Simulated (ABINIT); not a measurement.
**CaSe: band structure with LDA**

**What was measured.**

From a printed reference work, monograph, original work of 1988, for a bulk crystal of CaSe at 2 K: band gap 3.85 eV (indirect).

Crystal: CaSe.

```
Se Ca
1.0
     0.00000    2.95600    2.95600
     2.95600    0.00000    2.95600
     2.95600    2.95600    0.00000
Se Ca
1 1
Direct
  0.50000 0.50000 0.50000
  0.00000 0.00000 0.00000
```

* Program: ABINIT 10.8.3 (patched build)
* Task: band structure
* Functional: LDA
* Potentials or basis: JTH PAW LDA v2.0
* Cutoff: 517 eV
* k mesh: 8 × 8 × 8
* Occupations: fermi-dirac, width 0.05 eV
* Spin: no spin polarisation
* Fine-grid cutoff: 1034.03 eV

```yaml
Pressure: -3.3 GPa
Band_gap_on_the_k_mesh: 1.86 eV, indirect (least direct gap 2.81 eV)
Band_gap_along_the_path: 1.86 eV, indirect (least direct gap 2.81 eV)
Valence_electrons_inside_the_program's_atomic_spheres: Se 4.03; Ca 7.41
```

Levels at the corners of the path, in eV from the valence-band top:
```csv
point,band 4,band 5,band 6,band 7,band 8,band 9,band 10,band 11,band 12,band 13
Γ,-20.60,-11.87,0.00,0.00,0.00,3.10,3.55,3.55,3.55,4.16
X,-20.63,-11.29,-2.55,-0.94,-0.94,1.86,4.84,4.94,5.91,5.91
W,-20.64,-11.20,-2.01,-2.01,-1.71,4.27,4.27,5.10,5.62,5.91
K,-20.62,-11.22,-2.29,-2.09,-1.13,3.13,5.54,5.58,5.59,5.85
Γ,-20.60,-11.87,0.00,0.00,0.00,3.10,3.55,3.55,3.55,4.16
L,-20.61,-11.17,-3.34,-1.22,-1.22,4.37,5.34,5.37,5.37,7.45
U,-20.62,-11.22,-2.29,-2.09,-1.13,3.13,5.54,5.58,5.59,5.85
W,-20.64,-11.20,-2.01,-2.01,-1.71,4.27,4.27,5.10,5.62,5.91
L,-20.61,-11.17,-3.34,-1.22,-1.22,4.37,5.34,5.37,5.37,7.45
K,-20.62,-11.22,-2.29,-2.09,-1.13,3.13,5.54,5.58,5.59,5.85
```

Run time: 7 s on 4 MPI ranks on AMD EPYC 9R45 96-Core Processor (Zen 5), on a shared host, peak memory 0.4 GiB a rank.

Measured gap of CaSe: 3.85 eV (indirect; 2 K; a printed reference work, monograph, original work of 1988). This calculation gives 1.86 eV (-1.99 eV). So large a miss can be the level of theory's own, or it may mean another phase, state or a wrong row. Spin-orbit coupling on Se is left out. The value is that of LDA, without temperature or zero-point motion. Semilocal functionals fall short of measured gaps as a rule.
